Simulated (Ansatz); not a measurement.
Consider the following.

```xyz
3
Lattice="-0.0604 2.7103 2.7103 2.6498 0.0000 2.6498 2.7103 2.7103 -0.0604" Properties=species:S:1:pos:R:3 pbc="T T T"
Ca     0.0000     0.0000     0.0000
F      1.3249     1.3711     1.3249
F      3.9747     4.0495     3.9747
```

No spin polarisation.

Calculations: PBEsol (Ansatz, a first-principles code; PAW; 420 eV plane waves; without spin-orbit coupling). Γ-centred 11×11×11 mesh, Fermi–Dirac width 0.05 eV.

Q: Predict the stress and space group.

A: 
- Stress (xx, yy, zz, yz, xz, xy; compression positive): (0.11, 0.12, 0.11, 0.00, 1.47, 0.00) GPa
- Space group: Immm (No. 71)

The cells carry an imposed strain or load. Stability against distortions was not tested. The cell was made from CaF₂ in the fluorite structure (space group Fm-3m, No. 225) by this change: tensor shear ε_xz = −2.23 %.
